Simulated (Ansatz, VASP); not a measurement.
## One calculation of Al2O3, two programs

File INCAR:

```
SYSTEM = Al2O3
ALGO     = Normal         ! electronic algorithm
EDIFF    = 1E-6           ! SCF threshold, eV
ENCUT    = 520            ! plane-wave cutoff, eV
GGA      = PS             ! functional
ISIF     = 2              ! what is computed and relaxed
ISMEAR   = 0              ! smearing method
LASPH    = .True.         ! aspherical terms in the spheres
LCHARG   = .False.        ! write CHGCAR
LREAL    = .False.        ! projectors in reciprocal space
LWAVE    = .False.        ! write WAVECAR
NBANDS   = 20             ! bands
NELM     = 100            ! most SCF steps
PREC     = Accurate       ! precision mode
SIGMA    = 0.05           ! smearing width, eV
```

Contents of KPOINTS:

```
k-points
0
Gamma
  12 12 4
  0 0 0
```

File POSCAR:

```
Al2O3
1.0
    2.7760839405      0.0000000000      0.0000000000
   -1.3880419702      2.4041592155      0.0000000000
    0.0000000000      0.0000000000      6.9686651220
Al O
2 3
Direct
    0.0000000000      0.0000000000      0.2779510000
    0.0000000000      0.0000000000      0.7220490000
    0.3333333333      0.6666666667      0.1994540000
    0.6666666667      0.3333333333      0.8005460000
    0.0000000000      0.0000000000      0.5000000000
```

Input for Ansatz:

```yaml
crystal:
  lattice:
    - [2.7760839405, 0.0, 0.0]
    - [-1.3880419702, 2.4041592155, 0.0]
    - [0.0, 0.0, 6.968665122]
  atoms:
    - { symbol: Al, position: [0.0, 0.0, 0.277951] }
    - { symbol: Al, position: [0.0, 0.0, 0.722049] }
    - { symbol: O, position: [0.3333333333, 0.6666666667, 0.199454] }
    - { symbol: O, position: [0.6666666667, 0.3333333333, 0.800546] }
    - { symbol: O, position: [0.0, 0.0, 0.5] }
basis:
  ecutwfc: 420
kpoints:
  mp_grid: { grid: [12, 12, 4] }
hamiltonian:
  xc: pbesol
scf:
  occupations: { method: gaussian, width: 0.05 }
output:
  forces: true
  stress: true
  eigenvalues: true
```

Change from the starting cell: strain -0.080 along x and y, -0.080 along z, atoms carried along.

Alike in both runs: task single point; functional PBEsol; k mesh 12 × 12 × 4; occupations gaussian, width 0.05 eV; no spin polarisation.

|  | VASP | Ansatz |
| --- | --- | --- |
| version | VASP 6.6.1 | Ansatz 0.2.0 |
| potentials or method | VASP PAW PBE potentials, release 64 (Al, O) | scalar-relativistic, plane waves, PAW |
| plane-wave cutoff (eV) | 520 | 420 |
| valence electrons in the cell | 24 | 24 |

|  | VASP | Ansatz | Ansatz less VASP |
| --- | --- | --- | --- |
| gap on the k mesh at the Fermi level (eV) | 4.09 | 4.07 | -0.016 |
| least direct gap on the mesh (eV) | 4.09 | 4.07 | -0.016 |
| pressure (GPa) | 61.6 | 59.8 | -1.86 |
| largest component of the traceless stress (GPa) | 12.31 | 11.46 | -0.851 |
| rms of the force components (eV/Å) | 1.477 | 1.410 | -0.0674 |

Atom by atom the forces differ by 0.073 eV/Å (rms over components). The functional is the same, so the differences come from potentials, cutoffs and numerics.

Caveats: the cell as given lies far from equilibrium; so large a pressure means that the cell lies far from this level's equilibrium, or that cutoff or potentials fall short (VASP); the potentials were made for another functional, which shifts forces and pressure (VASP). A k mesh can miss the band edges.
